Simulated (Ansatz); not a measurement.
Computed with DFT PBE, scalar-relativistic, plane waves, PAW in Ansatz. All cells share a 420 eV cutoff and Γ-centred k meshes spaced at most about 0.3 Å⁻¹ (about 0.25 or finer for metals, 2π included). No spin polarisation in the final relaxations.

All energies are static (0 K, no zero-point motion). All come from trial cells, and lower structures may exist.

Question: Order these relaxed structures of CdH2 by energy, lowest first, with the energy over the lowest of them.
1.

Space group R-3m:H (No. 166). a = 3.171 Å, b = 3.171 Å, c = 16.174 Å, α = 90.00°, β = 90.00°, γ = 120.00°
```json
{"atom": "Cd", "site": "3a", "symmetry": "-3m", "x": "0.0000", "y": "0.0000", "z": "0.0000"}
{"atom": "H", "site": "6c", "symmetry": "3m", "x": "0.3333", "y": "0.6667", "z": "0.9372"}
```

2.

Space group Fm-3m (No. 225). a = 5.105 Å, b = 5.105 Å, c = 5.105 Å, α = 90.00°, β = 90.00°, γ = 90.00°
```tsv
atom	site	symmetry	x	y	z
Cd	4a	m-3m	0.0000	0.0000	0.0000
H	8c	-43m	0.2500	0.7500	0.7500
```

Answer: 1 (0 meV/atom), 2 (161 meV/atom). Forms: 1 cadmium chloride type, R-3m; 2 fluorite type, Fm-3m. Counting H atoms around Cd (those within 1.25 times the shortest such distance or 1.15 times the sum of covalent radii, 1.27 where that leaves under three): cell 1 has Cd 6; cell 2 has Cd 8. Even the lowest lies +0.40 eV/atom against the elements.

Weakly bound directions are ill-defined at this level, which has no dispersion term (R-3m), and this can change margins and order among such cells. With hydrogen, zero-point motion can shift such differences by 10 meV/atom or more. Cells relaxed within their symmetry can be saddle points. Some candidate types were left out of the draw beforehand, so a known form may be missing.
